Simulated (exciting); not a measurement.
Write the native input for exciting (release sodium) that does the following.

```
Task                                     : single point
Functional                               : PBE
Potentials or basis                      : all-electron LAPW+lo, shipped species files, valence relativity iora*
rgkmax                                   : 9
k mesh                                   : 12 × 12 × 12
Occupations                              : gaussian, width 0.018 eV
Spin                                     : no spin polarisation
outputlevel                              : normal
gmaxvr (cutoff of density and potential) : 14 1/bohr
lmaxapw (and lmaxmat)                    : 10
lmaxvr                                   : 8
nempty                                   : 12
Valence relativity                       : iora*
epsengy                                  : 1e-05 Ha
epspot                                   : 1e-05 Ha
maxscl                                   : 60
Muffin-tin radii                         : Pd 2.3 bohr
```

The system is Pd.

```
CELL_PARAMETERS angstrom
0.00000 1.94650 1.94650
1.94650 0.00000 1.94650
1.94650 1.94650 0.00000
ATOMIC_POSITIONS crystal
Pd 0.00000 0.00000 0.00000
```

One way to write it, as run:

input.xml

```xml
<input>
  <title>Pd</title>
  <structure speciespath="./" tshift="false">
    <crystal scale="1">
      <basevect>0.000000000000 3.678351901584 3.678351901584</basevect>
      <basevect>3.678351901584 0.000000000000 3.678351901584</basevect>
      <basevect>3.678351901584 3.678351901584 0.000000000000</basevect>
    </crystal>
    <species speciesfile="Pd.xml" rmt="2.3">
      <atom coord="0.000000000000 0.000000000000 0.000000000000"/>
    </species>
  </structure>
  <groundstate do="fromscratch" ngridk="12 12 12" rgkmax="9" gmaxvr="14" lmaxapw="10" lmaxmat="10" lmaxvr="8" xctype="GGA_PBE" stype="Gaussian" swidth="0.00066149" nempty="12" ValenceRelativity="iora*" epsengy="1e-05" epspot="1e-05" maxscl="60" tforce="true" outputlevel="normal"/>
  <properties>
    <chargedensityplot>
      <plot3d>
        <box grid="14 14 14">
          <origin coord="0 0 0"/>
          <point coord="1 0 0"/>
          <point coord="0 1 0"/>
          <point coord="0 0 1"/>
        </box>
      </plot3d>
    </chargedensityplot>
    <elfplot>
      <plot3d>
        <box grid="14 14 14">
          <origin coord="0 0 0"/>
          <point coord="1 0 0"/>
          <point coord="0 1 0"/>
          <point coord="0 0 1"/>
        </box>
      </plot3d>
    </elfplot>
    <exccplot>
      <plot3d>
        <box grid="14 14 14">
          <origin coord="0 0 0"/>
          <point coord="1 0 0"/>
          <point coord="0 1 0"/>
          <point coord="0 0 1"/>
        </box>
      </plot3d>
    </exccplot>
  </properties>
</input>
```

Potentials or basis: all-electron LAPW+lo, shipped species files, valence relativity iora*.

The run is started by

```console
$ OMP_NUM_THREADS=1 exciting_smp
```

It gave:

```yaml
Band_gap_on_the_k_mesh: none (metal or under the smearing width)
All_electrons_inside_the_program's_atomic_spheres: Pd 44.28 (radii Pd 2.3 bohr)
```

Caveat: the log's total energy holds no entropy term; the free energy is that total less TS from the occupations.

Run time: 31 s on 1 thread of Arm Neoverse V2, on a shared host, peak memory 0.09 GiB.
